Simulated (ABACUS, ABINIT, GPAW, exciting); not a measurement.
The band gap of C, sorted by core time

Symmetry: Fd-3m, No. 227, cubic system. Conventional cell: a = 3.567 Å, b = 3.567 Å, c = 3.567 Å, α = 90.00°, β = 90.00°, γ = 90.00°. C (site symmetry -43m) has 4 C at 1.54 Å as nearest neighbours.

| rung | level | program and potentials | cutoff (eV) | k mesh | task | core time | chip | band gap (eV) | notes |
| --- | --- | --- | --- | --- | --- | --- | --- | --- | --- |
| GGA | BP86 | ABACUS, PseudoDojo NC SR 0.4.1 PBE standard, plane waves | 1116 | 10 × 10 × 10 | single point | 7.4 s | Intel Xeon Platinum 8488C Sapphire Rapids | 4.28 | potentials made for PBE; mesh may miss the edge |
| non-local van der Waals functional | vdW-DF | GPAW, GPAW PAW data sets (gpaw-data 1.2.1) | 800 | 10 × 10 × 10 | band structure | 8.6 s | Intel Xeon 6975P-C Granite Rapids | 4.41 | potentials made for PBE; from the band path |
| GGA | AM05 | GPAW, PAW data sets generated for this functional | 800 | 10 × 10 × 10 | band structure | 17 s | Arm Neoverse V2 | 4.02 | from the band path |
| GGA | BP86 | ABINIT, PseudoDojo NC SR PBE v0.4.1 standard | 1116 | 13 × 13 × 13 | band structure | 21 s | Arm Neoverse V2 | 4.23 | potentials made for PBE; from the band path |
| GGA | SOGGA | ABINIT, PseudoDojo NC SR PBEsol v0.4.1 standard | 1116 | 13 × 13 × 13 | band structure | 23 s | Arm Neoverse V2 | 3.98 | potentials made for PBEsol |
| LDA | LDA | exciting, all-electron LAPW+lo, shipped species files, valence relativity iora* | - | 13 × 13 × 13 | band structure | 91 s | Arm Neoverse V1 | 4.11 | from the band path |
| GGA | BLYP | exciting, all-electron LAPW+lo, shipped species files, valence relativity iora* | - | 13 × 13 × 13 | band structure | 93 s | Arm Neoverse V1 | 4.46 | from the band path |

Times are single runs on shared hosts and different chips, so they are rough; meshes, cutoffs and the tasks' sizes weigh on the time. All rows: no spin polarisation. Gaps are the least found on the k mesh or the band path, and a mesh can miss the band edges. The cell comes from a database and isn't always the measured one. Meshes differ between rows, which moves values too. All levels ran on this one cell, unrelaxed unless noted. Meshes are those of the run's cell of 2 atoms unless a note names another. Misses use the values as printed. Runs on faulty files, with rough fits or with known faults for this quantity aren't shown. No row holds spin-orbit coupling.

Measured: 5.5 eV (arxiv:1902.02958).

Task: Which of the timed runs is the cheapest that comes within 0.3 eV of the measured band gap?

Result: None of them does; the nearest misses by -1.04 eV. LDA and GGA gaps fall short mostly because these functionals lack the derivative discontinuity; the runs are for a static lattice, while measurements hold temperature and zero-point motion.
